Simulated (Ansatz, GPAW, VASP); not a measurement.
**One calculation of ZnSe, 4 ways**

```
Se Zn
1.0
     0.00000    2.83380    2.83380
     2.83380    0.00000    2.83380
     2.83380    2.83380    0.00000
Se Zn
1 1
Direct
  0.75000 0.75000 0.75000
  0.00000 0.00000 0.00000
```

Alike in all runs: task single point; functional PBEsol; k mesh 8 × 8 × 8; occupations gaussian, width 0.02 eV; no spin polarisation; no spin-orbit coupling. Pressure is positive in compression and, in plane waves, holds the error of the finite cutoff, which Ansatz's Pulay term estimates and takes out.

| program and potentials | plane-wave cutoff (eV) | notes | band gap (eV) | pressure (GPa) |
| --- | --- | --- | --- | --- |
| Ansatz, Ansatz PAW | 420 | potentials made for PBE, which Ansatz adapts in part; 14 valence electrons an atom on average; Pulay term of +0.05 GPa included | 1.17 | -1.13 |
| VASP, PBE PAW files Se, Zn, 520 eV | 520 | potentials made for PBE; 9 valence electrons an atom on average | 1.17 | -0.88 |
| GPAW, PAW data sets generated for this functional | 600 | 9 valence electrons an atom on average | 1.18 | -1.15 |
| Ansatz, all-electron LAPW, scalar-relativistic | - | - | 1.17 | -1.11 |

The band gap spans 1.17 (Ansatz, Ansatz PAW) to 1.18 eV (GPAW, PAW data sets generated for this functional), with all-electron results at 1.17. The pressure spans -1.15 (GPAW, PAW data sets generated for this functional) to -0.88 GPa (VASP, PBE PAW files Se, Zn, 520 eV), with all-electron results at -1.11. Spin-orbit coupling, left out here, moves the band edges of heavy atoms.

The functional is the same throughout but for its coding, so the spread measures potentials, basis and numerics; runs on potential files found faulty are left out.
